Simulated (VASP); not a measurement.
A run of VASP 6.6.1:

Contents of INCAR:

```
SYSTEM = KF
PREC = Accurate
ENCUT = 520
EDIFF = 1E-7
ISMEAR = 0
SIGMA = 0.02
LREAL = .False.
LASPH = .True.
NELM = 60
ALGO = Normal
ISIF = 2
LWAVE = .False.
LCHARG = .False.
METAGGA = R2SCAN
LMIXTAU = .True.
NBANDS = 15
```

The input KPOINTS:

```
Automatic mesh
0
Gamma
  10 10 10
  0 0 0
```

POSCAR

```
KF
1.0
    0.0000000000      2.6718500000      2.6718500000
    2.6718500000      0.0000000000      2.6718500000
    2.6718500000      2.6718500000      0.0000000000
K F
1 1
Direct
    0.0000000000      0.0000000000      0.0000000000
    0.5000000000      0.5000000000      0.5000000000
```

File KPOINTS_OPT:

```
path GXWKGLUWLK,UX
15
line-mode
reciprocal
 0.0000000000  0.0000000000  0.0000000000  G
 0.5000000000  0.0000000000  0.5000000000  X

 0.5000000000  0.0000000000  0.5000000000  X
 0.5000000000  0.2500000000  0.7500000000  W

 0.5000000000  0.2500000000  0.7500000000  W
 0.3750000000  0.3750000000  0.7500000000  K

 0.3750000000  0.3750000000  0.7500000000  K
 0.0000000000  0.0000000000  0.0000000000  G

 0.0000000000  0.0000000000  0.0000000000  G
 0.5000000000  0.5000000000  0.5000000000  L

 0.5000000000  0.5000000000  0.5000000000  L
 0.6250000000  0.2500000000  0.6250000000  U

 0.6250000000  0.2500000000  0.6250000000  U
 0.5000000000  0.2500000000  0.7500000000  W

 0.5000000000  0.2500000000  0.7500000000  W
 0.5000000000  0.5000000000  0.5000000000  L

 0.5000000000  0.5000000000  0.5000000000  L
 0.3750000000  0.3750000000  0.7500000000  K

 0.6250000000  0.2500000000  0.6250000000  U
 0.5000000000  0.0000000000  0.5000000000  X
```

Potentials or basis: VASP PAW PBE potentials, release 64 (K_sv, F).

The run is started by

```console
$ cat potpaw_PBE.64/K_sv/POTCAR potpaw_PBE.64/F/POTCAR > POTCAR
$ mpirun -np 1 vasp_std > vasp.out
```

Hardware: 1 thread of Intel(R) Xeon(R) Platinum 8259CL CPU @ 2.50GHz (Skylake/Cascade Lake), on a shared host.

Q: Estimate the wall time of this run.

A: Run time: 5.2 min on 1 thread of Intel(R) Xeon(R) Platinum 8259CL CPU @ 2.50GHz (Skylake/Cascade Lake) (shared host), peak memory 0.19 GiB. Counts: scf iterations 58, k points 47.
